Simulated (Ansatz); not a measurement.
# EuS: the cost of one run

Computed with Ansatz 0.2.0 (DFT PBE+U (U_eff = 6 eV on Eu 4f), scalar-relativistic, plane waves, PAW, unless a step's input says otherwise).

The COD entry's cell or inner coordinates are ideal or old and differ from later refinements, so a difference from it is no clean test against experiment.

These runs use a low cutoff (300 eV) and a coarse mesh on purpose, to show what cheap settings give: their numbers aren't properties of the material.

**1. The starting structure**

It takes space group Fm-3m (No. 225, cubic). Conventional cell: a = 5.988 Å, b = 5.988 Å, c = 5.988 Å, α = 90.00°, β = 90.00°, γ = 90.00°. Around Eu (site symmetry m-3m) lie 6 S at 2.99 Å. Around S (site symmetry m-3m) lie 6 Eu at 2.99 Å.

Structure file:

```
CELL_PARAMETERS angstrom
0.00000 2.99416 2.99416
2.99416 0.00000 2.99416
2.99416 2.99416 0.00000
ATOMIC_POSITIONS crystal
Eu 0.00000 0.00000 0.00000
S 0.50000 0.50000 0.50000
```

This cell comes from an earlier session at PBE+U (U_eff = 6 eV on Eu 4f): 26.843 Å³/atom at 0.02 GPa, on a 6×6×6 mesh.

Volume factors to run: 0.980, 1.020, 0.960, 1.040.

**2. Scaling the volume by 0.980**

Input file input.yaml:

```yaml
crystal:
  lattice:
    - [0.0, 2.9740657244, 2.9740657244]
    - [2.9740657244, 0.0, 2.9740657244]
    - [2.9740657244, 2.9740657244, 0.0]
  atoms:
    - { symbol: Eu, position: [0.0, 0.0, 0.0], spin: 7.56 }
    - { symbol: S, position: [0.5, 0.5, 0.5] }
basis:
  ecutwfc: 300
  ecutrho_ratio: 4
kpoints:
  mp_grid: { grid: [6, 6, 6] }
hamiltonian:
  xc: pbe
  hubbard:
    sites:
      - { species: Eu, l: f, u_eff: 6.0, starting_ns: start.occupation_matrices }
    ns_hold: { iters: 6 }
scf:
  occupations: { method: gaussian, width: 0.05 }
  lower_state_search: "off"
output:
  forces: true
  stress: true
  eigenvalues: true
  populations: true
  hubbard: { sites: [{ species: Eu, l: f }] }
magnetization:
  spin_polarized: true
```

The open shells start from the occupation matrices of the run at the neighbouring geometry (file start.occupation_matrices).

On the command line:

```sh
$ ansatz run input.yaml --threads 1 --pin off --max-ram 2560MiB --backend cpu --events-out ev --progress --plain --runs-dir out
```

Q: Estimate wall time and peak memory on 1 thread of Arm Neoverse V1, shared host.

About 3.8 s, with a peak of 0.3 GiB.
